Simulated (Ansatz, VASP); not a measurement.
One calculation of Bi, two programs

```
Bi
1.0
     2.29246    1.32355    4.04675
    -2.29246    1.32355    4.04675
     0.00000   -2.64710    4.04675
Bi
2
Direct
  0.23371 0.23371 0.23371
  0.76629 0.76629 0.76629
```

Alike in both runs: task single point; functional PBE; k mesh 8 × 8 × 8; occupations fermi-dirac, width 0.6 eV; no spin polarisation.

```csv
,VASP,Ansatz
version,VASP 6.6.1,Ansatz 0.2.0
potentials or method,"VASP PAW PBE potentials, release 64 (Bi_d)","plane waves (420 eV) with PAW, scalar-relativistic"
plane-wave cutoff (eV),520,420
valence electrons in the cell,30,30
```

|  | VASP | Ansatz | Ansatz less VASP |
| --- | --- | --- | --- |
| pressure (GPa) | 1.5 | 1.6 | +0.05 |
| largest component of the traceless stress (GPa) | 0.33 | 0.33 | -0.003 |

With one functional, cell and mesh, what is left measures potentials, basis and numerics.
